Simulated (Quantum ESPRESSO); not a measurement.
# NiO (F-43m) in Quantum ESPRESSO: reference runs

How does NiO come out in PBE? The cell is run as given and disturbed, and energy against volume gives the equilibrium volume and stiffness.

Program: Quantum ESPRESSO 7.5. These are calculated values, not measurements. Logs are shortened: lines on timing, memory, paths and dates and some standing lists are left out, and cuts for length are marked.

## (1) The crystal as given

The structure is cubic, space group F-43m (No. 216). The conventional cell has a = 4.481 Å, b = 4.481 Å, c = 4.481 Å, α = 90.00°, β = 90.00°, γ = 90.00°. Ni (site symmetry -43m) is surrounded by 4 O at 1.94 Å. O (site symmetry -43m) is surrounded by 4 Ni at 1.94 Å.

The cell was built by a generator and needn't be a form met in nature.

## (2) Single point, PBE, collinear spin, ferromagnetic start

File pw.in:

```
&CONTROL
  calculation = 'scf'
  prefix = 'pwscf'
  outdir = './tmp'
  pseudo_dir = './pseudo'
  tprnfor = .true.
  tstress = .true.
  disk_io = 'nowf'
/
&SYSTEM
  ibrav = 0
  nat = 2
  ntyp = 2
  ecutwfc = 55
  ecutrho = 440
  nbnd = 22
  occupations = 'smearing'
  smearing = 'fd'
  degauss = 0.00367493
  nspin = 2
  starting_magnetization(1) = 0.0556
  starting_magnetization(2) = 0
/
&ELECTRONS
  conv_thr = 4d-10
  electron_maxstep = 120
  mixing_beta = 0.3
/
ATOMIC_SPECIES
Ni    58.6934 ni_pbe_v1.4.uspp.F.UPF
O     15.9990 O.pbe-n-kjpaw_psl.0.1.UPF
CELL_PARAMETERS angstrom
   0.0000000000    2.2406300000    2.2406300000
   2.2406300000    0.0000000000    2.2406300000
   2.2406300000    2.2406300000    0.0000000000
ATOMIC_POSITIONS crystal
Ni     0.0000000000    0.0000000000    0.0000000000
O      0.7500000000    0.7500000000    0.7500000000
K_POINTS automatic
10 10 10 0 0 0
```

Potentials or basis: SSSP 1.3 efficiency PBE.

Run with:

```
OMP_NUM_THREADS=1 pw.x -in pw.in > pw.out
```

pw.out:

```text
This program is part of the open-source Quantum ESPRESSO suite
     for quantum simulation of materials; please cite
         "P. Giannozzi et al., J. Phys.:Condens. Matter 21 395502 (2009);
         "P. Giannozzi et al., J. Phys.:Condens. Matter 29 465901 (2017);
         "P. Giannozzi et al., J. Chem. Phys. 152 154105 (2020);
     in publications or presentations arising from this work. More details at

     file O.pbe-n-kjpaw_psl.0.1.UPF: wavefunction(s)  2P renormalized
     Message from routine setup:
     using ibrav=0 with symmetry is DISCOURAGED, use correct ibrav instead

     G-vector sticks info
     --------------------
     sticks:   dense  smooth     PW     G-vecs:    dense   smooth      PW
     Sum        1069     547    163                23505     8363    1459

     Using Slab Decomposition

     bravais-lattice index     =            0
     lattice parameter (alat)  =       5.9880  a.u.
     unit-cell volume          =     151.8228 (a.u.)^3
     number of atoms/cell      =            2
     number of atomic types    =            2
     number of electrons       =        24.00
     number of Kohn-Sham states=           22
     kinetic-energy cutoff     =      55.0000  Ry
     charge density cutoff     =     440.0000  Ry
     scf convergence threshold =      4.0E-10
     mixing beta               =       0.3000
     number of iterations used =            8  plain     mixing
     Exchange-correlation= SLA  PW   PBX  PBC
                           (   1   4   3   4   0   0   0)

     celldm(1)=   5.988031  celldm(2)=   0.000000  celldm(3)=   0.000000
     celldm(4)=   0.000000  celldm(5)=   0.000000  celldm(6)=   0.000000

     crystal axes: (cart. coord. in units of alat)
               a(1) = (   0.000000   0.707107   0.707107 )
               a(2) = (   0.707107   0.000000   0.707107 )
               a(3) = (   0.707107   0.707107   0.000000 )

     reciprocal axes: (cart. coord. in units 2 pi/alat)
               b(1) = ( -0.707107  0.707107  0.707107 )
               b(2) = (  0.707107 -0.707107  0.707107 )
               b(3) = (  0.707107  0.707107 -0.707107 )

     PseudoPot. # 1 for Ni read from file:
     ni_pbe_v1.4.uspp.F.UPF
     Pseudo is Ultrasoft + core correction, Zval = 18.0
     Generated by new atomic code, or converted to UPF format
     Using radial grid of  865 points,  6 beta functions with:
                l(1) =   0
                l(2) =   0
                l(3) =   1
                l(4) =   1
                l(5) =   2
                l(6) =   2
     Q(r) pseudized with 10 coefficients,  rinner =    0.980   0.980   0.980
                                                       0.980   0.980

     PseudoPot. # 2 for O  read from file:
     O.pbe-n-kjpaw_psl.0.1.UPF
     Pseudo is Projector augmented-wave + core cor, Zval =  6.0
     Generated using "atomic" code by A. Dal Corso  v.5.0.99 svn rev. 10869
     Shape of augmentation charge: BESSEL
     Using radial grid of 1095 points,  4 beta functions with:
                l(1) =   0
                l(2) =   0
                l(3) =   1
                l(4) =   1
     Q(r) pseudized with 0 coefficients

     atomic species   valence    mass     pseudopotential
     Ni               18.00    58.69340     Ni( 1.00)
     O                 6.00    15.99900     O ( 1.00)

     Starting magnetic structure
     atomic species   magnetization
     Ni              0.056
     O               0.000

     24 Sym. Ops. (no inversion) found

   Cartesian axes

     site n.     atom                  positions (alat units)
         1        Ni     tau(   1) = (   0.0000000   0.0000000   0.0000000  )
         2        O      tau(   2) = (   1.0606602   1.0606602   1.0606602  )

     number of k points=    47  Fermi-Dirac smearing, width (Ry)=  0.0037
                       cart. coord. in units 2pi/alat
        k(    1) = (   0.0000000   0.0000000   0.0000000), wk =   0.0010000
        k(    2) = (   0.0707107   0.0707107  -0.0707107), wk =   0.0080000
        k(    3) = (   0.1414214   0.1414214  -0.1414214), wk =   0.0080000
        k(    4) = (   0.2121320   0.2121320  -0.2121320), wk =   0.0080000
        k(    5) = (   0.2828427   0.2828427  -0.2828427), wk =   0.0080000
        k(    6) = (  -0.3535534  -0.3535534   0.3535534), wk =   0.0040000
[... 39 lines left out ...]
        k(   46) = (  -0.0707107  -0.3535534   0.6363961), wk =   0.0240000
        k(   47) = (  -0.7071068   0.2828427   0.0000000), wk =   0.0120000

     Dense  grid:    23505 G-vectors     FFT dimensions: (  40,  40,  40)

     Smooth grid:     8363 G-vectors     FFT dimensions: (  30,  30,  30)

     Check: negative core charge=   -0.000010
     Generating pointlists ...
     new r_m :   0.2526 (alat units)  1.5126 (a.u.) for type    1
     new r_m :   0.2526 (alat units)  1.5126 (a.u.) for type    2

     Initial potential from superposition of free atoms

     starting charge      22.0000, renormalised to      24.0000
     Starting wfcs are   17 randomized atomic wfcs +    5 random wfcs

     Self-consistent Calculation

     iteration #  1     ecut=    55.00 Ry     beta= 0.30
     Davidson diagonalization with overlap
     ethr =  1.00E-02,  avg # of iterations =  5.8

     total energy              =    -372.77332281 Ry
     estimated scf accuracy    <      39.53739400 Ry

     total magnetization       =     0.10 Bohr mag/cell
     absolute magnetization    =     0.20 Bohr mag/cell
[... 318 lines left out ...]
     total magnetization       =    -0.00 Bohr mag/cell
     absolute magnetization    =     0.00 Bohr mag/cell

     iteration # 34     ecut=    55.00 Ry     beta= 0.30
     Davidson diagonalization with overlap
     ethr =  4.60E-12,  avg # of iterations =  1.8

     Magnetic moment per site  (integrated on atomic sphere of radius R)
     atom   1 (R=0.253)  charge= 15.3499  magn=  0.0001
     atom   2 (R=0.253)  charge=  5.2951  magn=  0.0000

     End of self-consistent calculation

 ------ SPIN UP ------------

          k = 0.0000 0.0000 0.0000 (  1037 PWs)   bands (ev):

   -92.6222 -53.0323 -53.0323 -53.0323  -9.2210   5.1523   5.1523   5.1523
     9.1301   9.1301  11.2316  11.7535  11.7535  11.7535  25.1346  25.1346
    25.1346  31.5149  31.5149  31.5149  31.5912  33.7724

          k = 0.0707 0.0707-0.0707 (  1028 PWs)   bands (ev):

   -92.6221 -53.0336 -53.0325 -53.0325  -9.1604   4.9629   5.1824   5.1824
     9.1148   9.1148  11.1950  11.6961  11.6961  12.0242  24.1528  25.2278
    25.2278  30.2866  30.7690  30.7690  33.6554  34.9678
[... 169 lines left out ...]
          k =-0.7071 0.0000 0.0000 (  1034 PWs)   bands (ev):

   -92.6209 -53.0462 -53.0378 -53.0378  -8.3585   3.8014   5.7601   5.7601
     8.6515   9.4350   9.6869   9.9659   9.9659  16.3903  20.8690  22.0236
    25.3937  25.3937  32.8822  36.5245  39.3628  39.3628

          k = 0.2828 0.1414 0.0000 (  1034 PWs)   bands (ev):

   -92.6216 -53.0386 -53.0348 -53.0337  -8.8718   4.3667   5.2722   5.3353
     8.9220   9.2232  10.7252  10.9349  11.4022  13.8494  22.4300  23.3245
    25.6145  27.1076  31.7262  33.9910  34.7372  37.3927

          k = 0.3536 0.2121-0.0707 (  1040 PWs)   bands (ev):

   -92.6214 -53.0417 -53.0361 -53.0343  -8.6934   4.1947   5.2528   5.4242
     8.9357   9.2741  10.0791  10.6492  11.2031  15.1514  20.9878  22.7264
    25.3208  28.0636  31.7780  33.7201  36.3157  38.0009
[... 79 lines left out ...]
          k =-0.7071 0.2828 0.0000 (  1054 PWs)   bands (ev):

   -92.6209 -53.0437 -53.0404 -53.0378  -8.3566   4.3752   5.1032   5.7219
     8.5979   9.0488   9.5086   9.8259  10.5238  17.8648  20.8079  21.3917
    22.7652  28.8106  32.9097  35.0785  36.4790  40.2063

 ------ SPIN DOWN ----------

          k = 0.0000 0.0000 0.0000 (  1037 PWs)   bands (ev):

   -92.6221 -53.0322 -53.0322 -53.0322  -9.2209   5.1523   5.1523   5.1523
     9.1302   9.1302  11.2316  11.7535  11.7535  11.7535  25.1346  25.1346
    25.1346  31.5149  31.5149  31.5149  31.5912  33.7724

          k = 0.0707 0.0707-0.0707 (  1028 PWs)   bands (ev):

   -92.6220 -53.0335 -53.0324 -53.0324  -9.1604   4.9630   5.1824   5.1824
     9.1148   9.1148  11.1951  11.6961  11.6961  12.0243  24.1528  25.2278
    25.2278  30.2866  30.7690  30.7690  33.6553  34.9678
[... 169 lines left out ...]
          k =-0.7071 0.0000 0.0000 (  1034 PWs)   bands (ev):

   -92.6208 -53.0462 -53.0377 -53.0377  -8.3584   3.8015   5.7601   5.7601
     8.6515   9.4350   9.6869   9.9660   9.9660  16.3903  20.8690  22.0236
    25.3937  25.3937  32.8822  36.5245  39.3628  39.3628

          k = 0.2828 0.1414 0.0000 (  1034 PWs)   bands (ev):

   -92.6216 -53.0385 -53.0347 -53.0336  -8.8718   4.3667   5.2722   5.3353
     8.9220   9.2232  10.7253  10.9350  11.4022  13.8494  22.4300  23.3246
    25.6145  27.1076  31.7262  33.9910  34.7372  37.3927

          k = 0.3536 0.2121-0.0707 (  1040 PWs)   bands (ev):

   -92.6213 -53.0416 -53.0360 -53.0343  -8.6934   4.1947   5.2528   5.4242
     8.9357   9.2741  10.0792  10.6493  11.2032  15.1514  20.9878  22.7264
    25.3208  28.0636  31.7780  33.7201  36.3157  38.0009
[... 79 lines left out ...]
          k =-0.7071 0.2828 0.0000 (  1054 PWs)   bands (ev):

   -92.6208 -53.0436 -53.0403 -53.0377  -8.3565   4.3753   5.1033   5.7219
     8.5980   9.0489   9.5087   9.8260  10.5239  17.8648  20.8079  21.3917
    22.7652  28.8106  32.9097  35.0785  36.4790  40.2063

     the Fermi energy is    10.7051 ev

!    total energy              =    -384.87352737 Ry
     estimated scf accuracy    <          1.1E-10 Ry
     smearing contrib. (-TS)   =      -0.00220880 Ry
     internal energy E=F+TS    =    -384.87131857 Ry

     The total energy is F=E-TS. E is the sum of the following terms:
     one-electron contribution =    -257.57810372 Ry
     hartree contribution      =     140.46446605 Ry
     xc contribution           =     -42.87268429 Ry
     ewald contribution        =    -215.36280795 Ry
     one-center paw contrib.   =      -9.52218866 Ry

     total magnetization       =     0.00 Bohr mag/cell
     absolute magnetization    =     0.00 Bohr mag/cell

     convergence has been achieved in  34 iterations

     Forces acting on atoms (cartesian axes, Ry/au):

     atom    1 type  1   force =    -0.00000000   -0.00000000   -0.00000000
     atom    2 type  2   force =     0.00000000    0.00000000    0.00000000

     Total force =     0.000000     Total SCF correction =     0.000000

     Computing stress (Cartesian axis) and pressure

          total   stress  (Ry/bohr**3)                   (kbar)     P=      -52.13
  -0.00035437   0.00000000  -0.00000000          -52.13        0.00       -0.00
   0.00000000  -0.00035437   0.00000000            0.00      -52.13        0.00
  -0.00000000  -0.00000000  -0.00035437           -0.00       -0.00      -52.13

=------------------------------------------------------------------------------=
   JOB DONE.
=------------------------------------------------------------------------------=
```

It took 1.9 min on 1 thread of Arm Neoverse V2, shared host; peak memory 0.16 GiB.

Results:

```yaml
Free_energy: -5236.4711 eV
Pressure: -5.2 GPa
Band_gap_on_the_k_mesh: none (metal or under the smearing width)
Net_moment: 0.00 μB per cell
Absolute_moment: 0.00 μB per cell
Valence_electrons_inside_the_program's_atomic_spheres: Ni 15.35; O 5.30
```

Caveat: semilocal functionals often make such compounds metallic where correlation or magnetic order opens a gap, which also shifts bond lengths.

## (3) Single point, PBE, collinear spin, ferromagnetic start (atoms moved at random, drawn with an rms of 0.05 Å)

Edit pw.in of step 2 so:

```diff
@@ -36,4 +36,4 @@
 ATOMIC_POSITIONS crystal
-Ni     0.0000000000    0.0000000000    0.0000000000
-O      0.7500000000    0.7500000000    0.7500000000
+Ni     0.0053970000    0.0005760000   -0.0034920000
+O      0.7512850000    0.7300490000    0.7561730000
 K_POINTS automatic
```

Potentials or basis: SSSP 1.3 efficiency PBE.

Run with:

```
OMP_NUM_THREADS=1 pw.x -in pw.in > pw.out
```

pw.out:

```text
This program is part of the open-source Quantum ESPRESSO suite
     for quantum simulation of materials; please cite
         "P. Giannozzi et al., J. Phys.:Condens. Matter 21 395502 (2009);
         "P. Giannozzi et al., J. Phys.:Condens. Matter 29 465901 (2017);
         "P. Giannozzi et al., J. Chem. Phys. 152 154105 (2020);
     in publications or presentations arising from this work. More details at

     file O.pbe-n-kjpaw_psl.0.1.UPF: wavefunction(s)  2P renormalized

     G-vector sticks info
     --------------------
     sticks:   dense  smooth     PW     G-vecs:    dense   smooth      PW
     Sum        1069     547    163                23505     8363    1459

     Using Slab Decomposition

     bravais-lattice index     =            0
     lattice parameter (alat)  =       5.9880  a.u.
     unit-cell volume          =     151.8228 (a.u.)^3
     number of atoms/cell      =            2
     number of atomic types    =            2
     number of electrons       =        24.00
     number of Kohn-Sham states=           22
     kinetic-energy cutoff     =      55.0000  Ry
     charge density cutoff     =     440.0000  Ry
     scf convergence threshold =      4.0E-10
     mixing beta               =       0.3000
     number of iterations used =            8  plain     mixing
     Exchange-correlation= SLA  PW   PBX  PBC
[... 58 lines left out ...]
     number of k points=   504  Fermi-Dirac smearing, width (Ry)=  0.0037

     Number of k-points >= 100: set verbosity='high' to print them.

     Dense  grid:    23505 G-vectors     FFT dimensions: (  40,  40,  40)

     Smooth grid:     8363 G-vectors     FFT dimensions: (  30,  30,  30)

     Check: negative core charge=   -0.000010
     Generating pointlists ...
     new r_m :   0.2457 (alat units)  1.4714 (a.u.) for type    1
     new r_m :   0.2457 (alat units)  1.4714 (a.u.) for type    2

     Initial potential from superposition of free atoms

     starting charge      22.0000, renormalised to      24.0000
     Starting wfcs are   17 randomized atomic wfcs +    5 random wfcs

     Self-consistent Calculation

     iteration #  1     ecut=    55.00 Ry     beta= 0.30
     Davidson diagonalization with overlap
     ethr =  1.00E-02,  avg # of iterations =  5.9

     total energy              =    -372.76904777 Ry
     estimated scf accuracy    <      39.54990645 Ry
[... 244 lines left out ...]
     iteration # 26     ecut=    55.00 Ry     beta= 0.30
     Davidson diagonalization with overlap
     ethr =  1.25E-11,  avg # of iterations =  1.5

     Magnetic moment per site  (integrated on atomic sphere of radius R)
     atom   1 (R=0.246)  charge= 15.1749  magn=  1.4562
     atom   2 (R=0.246)  charge=  5.1923  magn=  0.3666

     End of self-consistent calculation

     Number of k-points >= 100: set verbosity='high' to print the bands.

     the Fermi energy is    10.7772 ev

!    total energy              =    -384.88510339 Ry
     estimated scf accuracy    <          1.5E-10 Ry
     smearing contrib. (-TS)   =      -0.00107976 Ry
     internal energy E=F+TS    =    -384.88402363 Ry

     The total energy is F=E-TS. E is the sum of the following terms:
     one-electron contribution =    -257.36640864 Ry
     hartree contribution      =     140.25948781 Ry
     xc contribution           =     -42.93923086 Ry
     ewald contribution        =    -215.32098719 Ry
     one-center paw contrib.   =      -9.51688474 Ry

     total magnetization       =     1.93 Bohr mag/cell
     absolute magnetization    =     1.95 Bohr mag/cell

     convergence has been achieved in  26 iterations

     Forces acting on atoms (cartesian axes, Ry/au):

     atom    1 type  1   force =    -0.00778987    0.00536618   -0.01567257
     atom    2 type  2   force =     0.00778987   -0.00536618    0.01567257

     Total force =     0.025889     Total SCF correction =     0.000011

     Computing stress (Cartesian axis) and pressure

          total   stress  (Ry/bohr**3)                   (kbar)     P=        1.93
   0.00001874  -0.00019444   0.00006137            2.76      -28.60        9.03
  -0.00019444   0.00002282  -0.00009375          -28.60        3.36      -13.79
   0.00006137  -0.00009375  -0.00000210            9.03      -13.79       -0.31

=------------------------------------------------------------------------------=
   JOB DONE.
=------------------------------------------------------------------------------=
```

Wall time 14 min (1 thread of Arm Neoverse V2, shared host); peak memory 0.48 GiB.

Results:

```
Free energy                                           : -5236.6286 eV
Pressure                                              : 0.2 GPa
Largest force                                         : 0.471 eV/Å
Band gap on the k mesh                                : none (metal or under the smearing width)
Net moment                                            : 1.93 μB per cell
Absolute moment                                       : 1.95 μB per cell
Site moments                                          : Ni +1.46; O +0.37 μB
Valence electrons inside the program's atomic spheres : Ni 15.17; O 5.19
```

Forces in eV/Å, atoms in the order of the input:
```
Ni  -0.200  0.138 -0.403
O    0.200 -0.138  0.403
```

Caveat: a cell with one magnetic atom can't hold antiferromagnetic order, which such compounds often take; semilocal functionals often make such compounds metallic where correlation or magnetic order opens a gap, which also shifts bond lengths.

## (4) Single point, PBE, collinear spin, ferromagnetic start, 10.57 Å³/atom

Edit pw.in of step 3 so:

```diff
@@ -32,8 +32,8 @@
 CELL_PARAMETERS angstrom
-   0.0000000000    2.2406300000    2.2406300000
-   2.2406300000    0.0000000000    2.2406300000
-   2.2406300000    2.2406300000    0.0000000000
+   0.0000000000    2.1948900228    2.1948900228
+   2.1948900228    0.0000000000    2.1948900228
+   2.1948900228    2.1948900228    0.0000000000
 ATOMIC_POSITIONS crystal
-Ni     0.0053970000    0.0005760000   -0.0034920000
-O      0.7512850000    0.7300490000    0.7561730000
+Ni     0.0000000000    0.0000000000    0.0000000000
+O      0.7500000000    0.7500000000    0.7500000000
 K_POINTS automatic
```

Run with:

```
OMP_NUM_THREADS=1 pw.x -in pw.in > pw.out
```

It took 86 s on 1 thread of Arm Neoverse V2, shared host; peak memory 0.15 GiB.

Results (log left out):

- Free energy: -5236.4729 eV
- Pressure: 4.8 GPa
- Band gap on the k mesh: none (metal or under the smearing width)
- Net moment: 0.00 μB per cell
- Absolute moment: 0.00 μB per cell
- Valence electrons inside the program's atomic spheres: Ni 15.26; O 5.24

Caveat: semilocal functionals often make such compounds metallic where correlation or magnetic order opens a gap, which also shifts bond lengths.

## (5) Single point, PBE, collinear spin, ferromagnetic start, 10.80 Å³/atom

Edit pw.in of step 4 so:

```diff
@@ -32,5 +32,5 @@
 CELL_PARAMETERS angstrom
-   0.0000000000    2.1948900228    2.1948900228
-   2.1948900228    0.0000000000    2.1948900228
-   2.1948900228    2.1948900228    0.0000000000
+   0.0000000000    2.2103475040    2.2103475040
+   2.2103475040    0.0000000000    2.2103475040
+   2.2103475040    2.2103475040    0.0000000000
 ATOMIC_POSITIONS crystal
```

Run with:

```
OMP_NUM_THREADS=1 pw.x -in pw.in > pw.out
```

Run time: 84 s. Hardware: 1 thread of Arm Neoverse V2, shared host; peak memory 0.15 GiB.

The run converged. Its results:

| Quantity | Value |
| --- | --- |
| Free energy | -5236.4819 eV |
| Pressure | 1.0 GPa |
| Band gap on the k mesh | none (metal or under the smearing width) |
| Net moment | 0.00 μB per cell |
| Absolute moment | 0.00 μB per cell |
| Valence electrons inside the program's atomic spheres | Ni 15.29; O 5.26 |

Caveat: semilocal functionals often make such compounds metallic where correlation or magnetic order opens a gap, which also shifts bond lengths.

(Continued in part 2 of 2.)
